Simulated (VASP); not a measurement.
# Settings for P: self-consistent run

P, Cmce (no. 64), 4 atoms in the cell. VdW-DF-cx; PAW potentials P (PBE set). VASP 6.6.1.

Wanted: levels at the zone centre within 0.003 eV.

What the run is for: levels; Accuracy asked: tight.

Levels at the zone centre: counted from the valence top at that point.

POSCAR:
```
P
1.0
    1.6477431241     -5.4650377251      0.0000000000
    1.6477431241      5.4650377251      0.0000000000
    0.0000000000      0.0000000000      4.5436355900
P
4
Direct
    0.9041431300      0.0958568700      0.5888151700
    0.0958568700      0.9041431300      0.4111848300
    0.5958568700      0.4041431300      0.0888151700
    0.4041431300      0.5958568700      0.9111848300
```

The series start from Plane-wave cutoff (eV): 330; k-point mesh: 7 × 7 × 5; Precision mode (PREC): Accurate; Electronic threshold (eV): 1e-6; Bands in all (NBANDS): 22; Aspherical gradient terms in the spheres (LASPH): yes; Electronic algorithm: ALGO=Normal; Density mixing: defaults; Support grid and gradient cutoff: ADDGRID=False GGA_COMPAT=False. Each series keeps the choices made before it, and each single choice may use up half of a tolerance.

## Plane-wave cutoff (eV)

| Plane-wave cutoff (eV) | Levels at the zone centre, largest deviation (eV) | SCF iterations | Time (s) |
|---|---|---|---|
| 200 | 0.0049 | 12 | 18 |
| 260 | 0.0014 | 12 | 22 |
| 290 | 0.0008 | 12 | 26 |
| 330 | 0.0001 | 12 | 33 |
| 380 | 0.0001 | 12 | 37 |
| 450 | 0.0001 | 12 | 47 |
| 540 | 0.0000 | 12 | 80 |
| 680 (reference) | 0.0000 | 12 | 102 |

Chosen: 260, the loosest value from which every tighter one stays within half of the tolerance.

## k-point mesh

| k-point mesh | Levels at the zone centre, largest deviation (eV) | SCF iterations | Time (s) |
|---|---|---|---|
| 3 × 3 × 2 | 0.0096 | 12 | 14 |
| 4 × 4 × 3 | 0.0046 | 12 | 15 |
| 5 × 5 × 3 | 0.0046 | 12 | 15 |
| 6 × 6 × 4 | 0.0011 | 12 | 19 |
| 7 × 7 × 5 | 0.0006 | 12 | 22 |
| 9 × 9 × 6 | 0.0005 | 12 | 30 |
| 11 × 11 × 8 | 0.0001 | 12 | 41 |
| 14 × 14 × 10 (reference) | 0.0000 | 12 | 63 |

Chosen: 6 × 6 × 4.

## Precision mode (PREC)

| Precision mode (PREC) | Levels at the zone centre, largest deviation (eV) | SCF iterations | Time (s) |
|---|---|---|---|
| Low | 0.0002 | 12 | 5.5 |
| SingleN | 0.0005 | 12 | 5.1 |
| Normal | 0.0000 | 12 | 10 |
| Accurate (reference) | 0.0000 | 12 | 19 |

Chosen: Low.

## Electronic threshold (eV)

| Electronic threshold (eV) | Levels at the zone centre, largest deviation (eV) | SCF iterations | Time (s) |
|---|---|---|---|
| 0.001 | 0.0019 | 8 | 3.8 |
| 0.0001 | 0.0007 | 9 | 4.2 |
| 1e-5 | 0.0000 | 11 | 5.0 |
| 1e-6 | 0.0001 | 12 | 5.5 |
| 1e-7 | 0.0000 | 13 | 5.7 |
| 1e-8 (reference) | 0.0000 | 13 | 5.9 |

Chosen: 0.0001.

## Bands in all (NBANDS)

| Bands in all (NBANDS) | Levels at the zone centre, largest deviation (eV) | SCF iterations | Time (s) |
|---|---|---|---|
| 11 | 0.0006 | 9 | 2.9 |
| 12 | 0.0004 | 9 | 3.1 |
| 14 | 0.0003 | 9 | 3.3 |
| 16 | 0.0002 | 9 | 3.6 |
| 22 | 0.0002 | 9 | 4.2 |
| 34 (reference) | 0.0000 | 9 | 5.5 |

Chosen: 11.

## Aspherical gradient terms in the spheres (LASPH)

| Aspherical gradient terms in the spheres (LASPH) | Levels at the zone centre, largest deviation (eV) | SCF iterations | Time (s) |
|---|---|---|---|
| yes | 0.0000 | 9 | 2.9 |
| no | 0.0066 | 9 | 2.7 |

Chosen: yes; no other choice that stays within half of the tolerance saves 30 % of the time.

## Electronic algorithm

| Electronic algorithm | Levels at the zone centre, largest deviation (eV) | SCF iterations | Time (s) |
|---|---|---|---|
| ALGO=Normal | 0.0000 | 9 | 2.9 |
| ALGO=Fast | 0.0028 | 10 | 3.2 |
| ALGO=All ISEARCH=1 | 0.0017 | 12 | 4.5 |
| ALGO=All ISEARCH=0 | 0.0017 | 12 | 4.5 |
| ALGO=Old Fast | 0.0020 | 10 | 3.2 |

Chosen: ALGO=Normal.

## Density mixing

| Density mixing | Levels at the zone centre, largest deviation (eV) | SCF iterations | Time (s) |
|---|---|---|---|
| defaults | 0.0000 | 9 | 2.9 |
| AMIX=0.4 IMIX=1 | 0.0016 | 11 | 3.4 |
| AMIX=0.6 | 0.0006 | 9 | 2.9 |
| MAXMIX=-10 | 0.0000 | 9 | 3.0 |
| INIMIX=0 | 0.0030 | 9 | 3.0 |
| AMIX=0.1 | 0.0001 | 12 | 3.6 |
| BMIX=2.0 | 0.0013 | 11 | 3.4 |

Chosen: defaults.

## Support grid and gradient cutoff

| Support grid and gradient cutoff | Levels at the zone centre, largest deviation (eV) | SCF iterations | Time (s) |
|---|---|---|---|
| ADDGRID=False GGA_COMPAT=False | 0.0000 | 9 | 2.9 |
| ADDGRID=True GGA_COMPAT=False | 0.0000 | 9 | 2.9 |
| ADDGRID=False GGA_COMPAT=True | 0.0001 | 9 | 3.0 |

Chosen: ADDGRID=False GGA_COMPAT=False.

## All choices together

| Input | Levels at the zone centre, largest deviation (eV) | Time (s) |
|---|---|---|
| the program's defaults (naive) | 0.0120 | 5.2 |
| chosen settings | 0.0014 | 2.9 |
| reference settings throughout | 0.0000 | 535 |

The tolerance is met.

Values of the reference run: Levels at the zone centre: -1.347, 0, 1.789 eV from the valence top at Gamma.

## The input

INCAR:
```
SYSTEM = P
ADDGRID  = .False.      
AGGAC    = 0.0          
ALGO     = Normal         ! electronic algorithm
EDIFF    = 1E-4           ! SCF threshold, eV
EFERMI   = MIDGAP       
ENCUT    = 260            ! plane-wave cutoff, eV
GGA      = CX             ! functional
GGA_COMPAT= .False.      
ISIF     = 2              ! what is computed and relaxed
ISMEAR   = 0              ! smearing method
KPAR     = 2            
LASPH    = .True.         ! aspherical terms in the spheres
LCHARG   = .False.        ! write CHGCAR
LREAL    = .False.        ! projectors in reciprocal space
LUSE_VDW = .True.       
LWAVE    = .False.        ! write WAVECAR
NBANDS   = 11             ! bands
NELM     = 120            ! most SCF steps
PREC     = Low            ! precision mode
SIGMA    = 0.03           ! smearing width, eV
```

KPOINTS:
```
Automatic mesh
0
Gamma
  6 6 4
  0 0 0
```

Commands:
```
cat potpaw_PBE.64/P/POTCAR > POTCAR
mpirun -np 2 vasp_std > vasp.out
```

The chosen input took VASP 6.6.1 2.9 s on 2 cores (AMD EPYC 9R45 (Zen 5)), a shared host.

## An input that fails: mixing far too strong

VASP's message: ERROR FEXCP: supplied Exchange-correletion table is too small, maximal index : 3907.

Changes against the starting input:
```
- NELM = 120
+ NELM = 85
+ IMIX = 1
+ AMIX = 2.0
+ BMIX = 0.0001
```
